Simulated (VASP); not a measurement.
Input of a VASP 6.6.1 run:

INCAR

```
PREC = Accurate
ENCUT = 600
EDIFF = 1E-6
ISMEAR = 0
SIGMA = 0.1
LREAL = False
LASPH = True
NELM = 100
ALGO = Normal
ISIF = 3
LWAVE = False
LCHARG = False
GGA = PE
IBRION = 2
NSW = 80
EDIFFG = -0.05
PSTRESS = 98.0
```

Contents of KPOINTS:

```
Automatic mesh
0
Gamma
  8 8 8
```

POSCAR

```
Ge
1.0
   -2.4759502799      2.4759502799      1.4067769199
    2.4759502799     -2.4759502799      1.4067769199
    2.4759502799      2.4759502799     -1.4067769199
Ge
2
Direct
    0.2500000000      0.7500000000      0.5000000000
    0.5000000000      0.5000000000      0.0000000000
```

Potentials or basis: VASP PAW PBE potentials, release 64 (Ge_d).

The run is started by

```console
$ cat potpaw_PBE.64/Ge_d/POTCAR > POTCAR
$ mpirun -np 1 vasp_std > vasp.out
```

(1) What does it give for the band gap on the k mesh?

Answers

(1) none (metal or under the smearing width).

Caveat: the relaxation stopped at its first step, so nothing moved.
